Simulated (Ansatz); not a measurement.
Polymorphs of Bi3S2

Method: DFT PBE, scalar-relativistic, plane waves, PAW (Ansatz 0.2.0). Settings: cutoff 420 eV, Γ-centred meshes no coarser than 0.19 Å⁻¹ for metals and 0.3 Å⁻¹ for insulators (2π included), Gaussian smearing.

All energies are static (0 K, no zero-point motion). The comparison covers the computed candidates alone. For metals, differences of a few meV/atom aren't resolved. Spin–orbit coupling is left out. No run is spin-polarised.

```csv
#,started from,space group,atoms,V (Å³/atom),ΔE (meV/atom),gap on mesh (eV)
1,anti-tetradymite type,R-3m (No. 166),5,28.6,0,0.00
2,"anti-corundum type, changed",R-3m (No. 166),5,30.8,162,0.00
```

The lowest structure: Space group R-3m (No. 166), trigonal, a = 4.064 Å, c = 29.949 Å. Bi on Wyckoff site a (1 atom of the primitive cell) has 6 S at 2.85 Å; Bi on Wyckoff site c (2 atoms of the primitive cell) is coordinated by 3 Bi at 3.15 Å and 3 S at 3.30 Å; S is coordinated by 3 Bi at 2.85 Å and 3 Bi at 3.30 Å. Its energy against the elements is -0.16 eV/atom. Formation energies are uncorrected and refer to the lowest elemental structures computed at the same level.

```cif
data_structure
_symmetry_space_group_name_H-M 'R-3m:H'
_symmetry_Int_Tables_number 166
_cell_length_a 4.0643
_cell_length_b 4.0643
_cell_length_c 29.9488
_cell_angle_alpha 90.000
_cell_angle_beta 90.000
_cell_angle_gamma 120.000
_cell_volume 428.44
loop_
_atom_site_label
_atom_site_type_symbol
_atom_site_symmetry_multiplicity
_atom_site_Wyckoff_symbol
_atom_site_fract_x
_atom_site_fract_y
_atom_site_fract_z
_atom_site_occupancy
Bi1 Bi 3 a 0.00000 0.00000 0.00000 1
Bi2 Bi 6 c 0.33333 0.66667 0.86831 1
S1 S 6 c 0.66667 0.33333 0.72081 1
```

The second: Space group R-3m (No. 166), trigonal, a = 9.257 Å, c = 6.221 Å. Around Bi lie 2 S at 2.85 Å and 4 Bi at 3.38 Å; S is coordinated by 1 S at 2.19 Å and 3 Bi at 2.85 Å.